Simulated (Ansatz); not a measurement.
# Mg (P6_3/mmc) in Ansatz: a series of runs

Aim: see how the results for Mg move with the level of theory and the settings. Levels: PBE, LDA, PBEsol. Tasks: single point, relaxation of cell and atoms.

Program: Ansatz 0.2.0. These are calculated values, not measurements. Logs are shortened: lines on timing, memory, paths and dates and some standing lists are left out, and cuts for length are marked.

## Step 1: Starting point

It takes space group P6_3/mmc (No. 194, hexagonal). Conventional cell: a = 3.177 Å, b = 3.177 Å, c = 10.319 Å, α = 90.00°, β = 90.00°, γ = 120.00°. Around Mg (site symmetry -6m2) lie 12 Mg at 3.17 to 3.18 Å. Mg (site symmetry -3m) is surrounded by 12 Mg at 3.17 to 3.18 Å.

## Step 2: Single point, PBE

input.yaml

```yaml
crystal:
  lattice:
    - [3.1768261656, 0.0, 0.0]
    - [-1.5884130828, 2.7512121628, 0.0]
    - [0.0, 0.0, 10.31886201]
  atoms:
    - { symbol: Mg, position: [0.6666666667, 0.3333333333, 0.75] }
    - { symbol: Mg, position: [0.0, 0.0, 0.5] }
    - { symbol: Mg, position: [0.3333333333, 0.6666666667, 0.25] }
    - { symbol: Mg, position: [0.0, 0.0, 0.0] }
hamiltonian:
  xc: pbe
  pseudopotentials: { kind: paw }
kpoints:
  mp_grid: { grid: [10, 10, 3] }
scf:
  occupations: { method: gaussian, width: 0.011 }
output:
  forces: true
  stress: true
  eigenvalues: true
```

Potentials or basis: Ansatz PAW.

On the command line:

```bash
$ ansatz run input.yaml --threads 2 --pin off --max-ram 5632MiB --backend cpu --events-out ev --progress --plain --runs-dir out
```

Output:

```text
Warning: RAYON_NUM_THREADS=2 ignored (pool sized by the plan → 2); use --threads N
Engine: ansatz 0.2.0, x86_64-unknown-linux-gnu
Pseudopotentials: kind: paw
Pseudopotential: Mg, paw, valence charge 10, recommended cutoff 420 eV (normal), Mg.paw.azcp
Functional definition: PBE
  parameter kappa = 0.804
  parameter beta = 0.06672455060314922
  exchange = pbe_x(kappa = kappa, mu = beta*pi^2/3)
  correlation = pbe_c(beta = beta)
Crystal: 4 atoms, lattice volume = 90.188 Å³
Basis set: ecut = 420 eV, 1775 PW (Γ), exchange–correlation on 48×48×144 points (8 copies of the dense FFT grid, shifted against one another)
Bands: 24, of which v1, the nominal top of the filled ones, is band 20 counted from 1 (19 counted from 0)
Symmetry: 24 space group operations
Space group: P63/mmc (ITA 194), of the structure as read, at distance tolerance 4.5e-5 Å
k-points: 28 of 300
Non-local potential: Mg, projectors of the file, l = 0: 3, l = 1: 2, l = 2: 1
PAW form: soft (Blöchl's): semilocal exchange-correlation on the pseudo side does not see the compensation charge
PAW one-centre angular grid: Mg, 110 points (default); XC on 64 Gauss nodes
Initial density: superposition of atomic densities (neutral atoms: chi_scale 0, normalization atom), corrected by the library's trained network
Initial wavefunctions: pseudopotential atomic-orbital guess
Functional: x = pbe(κ = 0.804, μ = 0.2195149727645171), c = pbe(β = 0.06672455060314922)
SCF iter   1: F=—  HF=-7695.178452 eV  |F-HF|=—  |Δ(HF+E_count)|=         —  Δρ=6.59e-4  dr2=4.25e-4  ethr=1.77e-3  ⟨swp⟩=6.2  Hψ=2949  notcnv=0
preconditioner: auto → Resta (q_TF=auto, 2.383 Å⁻¹)  ε∞=5.3  [insulator: Δε(μ)=0.067 eV  Ē_g=5.303 eV  σ=0.011 eV  W_gap=0.83  n_scr=24 (ndim 8)  ℏωp=11.1 eV  f_vac=0.000  D(μ)=1.29/eV (n_scr^D=4)  ε∞_Penn≈5.3]
SCF iter   2: F=—  HF=-7695.178629 eV  |F-HF|=—  |Δ(HF+E_count)|=   1.77e-4  Δρ=4.28e-4  dr2=1.79e-4  ethr=1.06e-6  ⟨swp⟩=2.8  Hψ=1420  notcnv=0
SCF iter   3: F=—  HF=-7695.178648 eV  |F-HF|=—  |Δ(HF+E_count)|=   1.90e-5  Δρ=1.14e-4  dr2=5.51e-6  ethr=4.49e-7  ⟨swp⟩=2.1  Hψ=788  notcnv=0
SCF iter   4: F=—  HF=-7695.178658 eV  |F-HF|=—  |Δ(HF+E_count)|=   9.82e-6  Δρ=3.92e-5  dr2=9.62e-7  ethr=1.38e-8  ⟨swp⟩=2.0  Hψ=1131  notcnv=0
iter 5 did not close the SCF: its close was put off for the readings that it lacked (scf_convergence_deferred on its scf_iter line)
SCF iter   5: F=-7695.178657 eV  HF=-7695.178657 eV  |F-HF|=1.11e-7  |Δ(HF+E_count)|=   7.77e-7  Δρ=1.36e-5  dr2=5.65e-8  ethr=2.40e-9  ⟨swp⟩=2.0  Hψ=1230  notcnv=0
SCF iter   6: F=-7695.178657 eV  HF=-7695.178657 eV  |F-HF|=4.37e-9  |Δ(HF+E_count)|=   7.27e-8  Δρ=3.02e-6  dr2=2.89e-9  ethr=1.41e-10  ⟨swp⟩=3.2  Hψ=2110  notcnv=0
SCF 1 converged in 6 iterations: F = -7695.178657 eV  dr2 = 2.89e-9
SCF converged after 6 iterations
Free energy (F): -7695.178657 eV
Harris-Foulkes:  -7695.178657 eV  (|F-HF|=4.37e-9)
Internal energy: -7695.178579 eV  (E = F + TS)
E sigma→0 (E₀):  -7695.178618 eV
Entropy (-TS):   -0.000078 eV (-0.019 meV/atom)
Fermi energy:    5.900022 eV
--- Per-component energies (eV) ---
  E_band       = -1422.964935
  E_kinetic    = 299.824357
  E_local      = -6453.613162  (includes V_loc(G=0)·N_el)
  E_nonlocal   = 383.003848
  E_hartree    = 2303.862298
  E_xc         = -113.951170
  E_vxc        = -147.015438  (∫ρ·V_xc dr)
  E_paw        = -1170.013888  (= ΣΔE_a)
  E_vpaw       = -112.892302  (= ΣTr[D̂ρ^β])
  E_aug_tail   = -0.000012  (compensation charges beyond the density's cutoff)
  E_ewald      = -2944.290850
  E_smearing   = -0.000078  (= −TS)
  E_closure    = -0.000000  (closes the sum)
  Σ components = -7695.178657   (vs F -7695.178657, Δ=0.00e0)
--- Forces (eV/Å), atoms counted from 1 ---
  atom   1  Mg    -0.00000000     0.00000000     0.00000000
  atom   2  Mg     0.00000000     0.00000000     0.00000000
  atom   3  Mg    -0.00000000    -0.00000000     0.00000000
  atom   4  Mg     0.00000000     0.00000000    -0.00000000
  max |Σ_I F_I| component: 1.85e-17 eV/Å
--- Stress (GPa, compression-positive) ---
        0.501344       0.000000       0.000000
        0.000000       0.501344       0.000000
        0.000000       0.000000       1.877434
  P = ⅓ Tr σ = 0.9600 GPa (9.600 kbar)
--- Band table (eV; the first three rows and the last of 28) ---
  k-point 0: bands = ["-70.1647", "-70.1642", "-70.1598", "-70.1593", "-36.9354", "-36.9203", "-36.9155", "-36.9058", "-36.9058", "-36.9046", "-36.9046", "-36.9003", "-36.9002", "-36.9002", "-36.8989", "-36.8989", "-1.2094", "0.2012", "0.2022", "4.0901", "4.5565", "10.8693", "10.8787", "16.8641"]
  k-point 1: bands = ["-70.1646", "-70.1643", "-70.1597", "-70.1594", "-36.9331", "-36.9269", "-36.9088", "-36.9055", "-36.9055", "-36.9049", "-36.9049", "-36.9026", "-36.8998", "-36.8998", "-36.8992", "-36.8992", "-1.0514", "-0.5792", "1.2829", "2.6510", "6.2664", "8.4460", "13.5145", "16.2455"]
  k-point 2: bands = ["-70.1645", "-70.1640", "-70.1596", "-70.1591", "-36.9344", "-36.9205", "-36.9162", "-36.9082", "-36.9065", "-36.9061", "-36.9052", "-36.9021", "-36.9014", "-36.9008", "-36.9007", "-36.8994", "-1.0095", "0.3978", "0.3988", "4.2712", "4.7500", "11.0132", "11.0345", "14.1146"]
  k-point 27: bands = ["-70.1619", "-70.1619", "-70.1576", "-70.1576", "-36.9283", "-36.9266", "-36.9264", "-36.9248", "-36.9213", "-36.9197", "-36.9179", "-36.9156", "-36.9110", "-36.9101", "-36.9085", "-36.9070", "4.1690", "4.6009", "5.9585", "5.9915", "6.0299", "6.4298", "6.9211", "7.6287"]
```

It took 0.65 s on 2 threads of Intel Xeon 6975P-C (Granite Rapids), shared host; peak memory 0.4 GiB.

What came out:

| Item | Value |
| --- | --- |
| Free energy | -7695.1787 eV |
| Pressure | 1.0 GPa |
| Band gap on the k mesh | none (metal or under the smearing width) |

## Step 3: Relaxation of cell and atoms, PBE

input.yaml, as its differences from that of step 2:

```diff
@@ -16,3 +16,3 @@
 scf:
-  occupations: { method: gaussian, width: 0.011 }
+  occupations: { method: fermi_dirac, width: 0.05 }
 output:
@@ -20,2 +20,5 @@
   stress: true
-  eigenvalues: true
+relax:
+  f_tol: 0.01
+  max_steps: 40
+  cell: { stress_tol: 0.05 }
```

Potentials or basis: Ansatz PAW.

On the command line:

```bash
$ ansatz run input.yaml --threads 2 --pin off --max-ram 5632MiB --backend cpu --events-out ev --progress --plain --runs-dir out
```

Wall time 2.5 s (2 threads of Intel Xeon 6975P-C (Granite Rapids), shared host); peak memory 0.41 GiB.

It converged, with:

- Free energy: -7695.1967 eV
- Relaxed volume: 23.11 Å³/atom
- Relaxed cell: a = 3.186 Å, b = 3.186 Å, c = 10.514 Å, α = 90.00°, β = 90.00°, γ = 120.00°
- Space group after relaxing (to 0.05 Å): P6_3/mmc (No. 194)
- Energy gained by relaxing: 2.3 meV/atom
- Ionic steps: 5
- Pressure after relaxing: 0.0 GPa

Step by step:
```tsv
step	energy change (eV)	largest force (eV/Å)	volume (Å³)
1	0.0000	0.0000	90.19
2	-0.0088	0.0000	92.14
3	-0.0092	0.0000	92.48
4	-0.0093	0.0000	92.43
5	-0.0093	0.0000	92.43
```

Final structure:
```yaml
crystal:
  lattice:
    - [3.18603, 0.00000, 0.00000]
    - [-1.59301, 2.75918, 0.00000]
    - [0.00000, 0.00000, 10.51430]
  atoms:
    - { symbol: Mg, position: [0.66667, 0.33333, 0.75000] }
    - { symbol: Mg, position: [0.00000, 0.00000, 0.50000] }
    - { symbol: Mg, position: [0.33333, 0.66667, 0.25000] }
    - { symbol: Mg, position: [0.00000, 0.00000, 0.00000] }
```

Caveat: the plane-wave basis is chosen anew once the cell has moved, so the energies of steps on either side of that aren't comparable.

## Step 4: Relaxation of cell and atoms, LDA

input.yaml, as its differences from that of step 3:

```diff
@@ -11,3 +11,3 @@
 hamiltonian:
-  xc: pbe
+  xc: lda
   pseudopotentials: { kind: paw }
```

On the command line:

```bash
$ ansatz run input.yaml --threads 2 --pin off --max-ram 5632MiB --backend cpu --events-out ev --progress --plain --runs-dir out
```

Wall time 1.9 s (2 threads of Intel Xeon 6975P-C (Granite Rapids), shared host); peak memory 0.4 GiB.

Results (log left out):

```yaml
Free_energy: -7606.3962 eV
Relaxed_volume: 21.75 Å³/atom
Relaxed_cell: a = 3.122 Å, b = 3.122 Å, c = 10.309 Å, α = 90.00°, β = 90.00°, γ = 120.00°
Space_group_after_relaxing_to_0.05_Å: P6_3/mmc (No. 194)
Energy_gained_by_relaxing: 4.1 meV/atom
Ionic_steps: 4
Pressure_after_relaxing: 0.0 GPa
```

Step by step:
```tsv
step	energy change (eV)	largest force (eV/Å)	volume (Å³)
1	0.0000	0.0000	90.19
2	-0.0163	0.0000	87.38
3	-0.0166	0.0000	87.02
4	-0.0166	0.0000	87.02
```

Final structure:
```xyz
4
Lattice="3.1220 0.0000 0.0000 -1.5610 2.7037 0.0000 0.0000 0.0000 10.3089" Properties=species:S:1:pos:R:3 pbc="T T T"
Mg    1.5610    0.9012    7.7317
Mg    0.0000    0.0000    5.1545
Mg    0.0000    1.8025    2.5772
Mg    0.0000    0.0000    0.0000
```

Caveat: the plane-wave basis is chosen anew once the cell has moved, so the energies of steps on either side of that aren't comparable; the PAW data sets come from PBE, with cores solved anew for the run's functional, which leaves a small shift of forces and pressure.

(Continued in part 2 of 2.)
